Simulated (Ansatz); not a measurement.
**Field gradients of SiO2 from run to run**

Cell of run 1: a COD entry (perhaps calculated rather than measured), taken as it stands.

Space group P4_32_12 (No. 96); a = 4.9329, c = 6.4645 Å.

| site | Wyckoff | site symmetry | x | y | z |
| --- | --- | --- | --- | --- | --- |
| Si | 4a | ..2 | 0.8177 | 0.8177 | 0.5000 |
| O | 8b | 1 | 0.2683 | 0.3646 | 0.8019 |

One atom of each set is listed.

Relaxed positions (PBE, cell held):

Si (0.8169, 0.8169, 0.5000)
O (0.2693, 0.3637, 0.8000)

All runs are DFT with Ansatz 0.2.0 (plane waves and PAW, scalar-relativistic unless spin–orbit coupling is named, Γ-centred meshes, Fermi–Dirac smearing where given) in this cell.

Run 1: PBE, gradients read without the response of the cores, atoms as given; 420 eV, 4×4×3 k-points, smearing 0.02 eV.
Run 2: PBE, gradients read without the response of the cores, atoms relaxed; 420 eV, 4×4×3 k-points, smearing 0.02 eV.
Run 3: r2SCAN, gradients read without the response of the cores, at the relaxed atoms; 500 eV, 4×4×3 k-points, smearing 0.02 eV.

```csv
run,Si V_zz (η),O V_zz (η)
1,0.61 (0.22),9.36 (0.29)
2,?,?
3,0.52 (0.03),9.27 (0.32)
```

V_zz in 10²¹ V/m².

Q: Estimate the row of run 2.

A: Si: 0.54 (0.04); O: 9.35 (0.32). It lies nearest to run 3, from whose tensors on these sites it differs by 0.08 at most (largest principal value of the difference, on O). Taken one at a time, the positions of the atoms (as given or relaxed) move the tensors on these sites by up to 0.28 (largest principal value of the change, on O), the functional (r2SCAN with its higher cutoff) by 0.08 (O).

The cell is 8 % smaller than that of α-cristobalite at ambient conditions, so the entry probably stands for a crystal under pressure. In run 3 the atoms aren't at the calculated equilibrium (largest force 0.36 eV/Å).
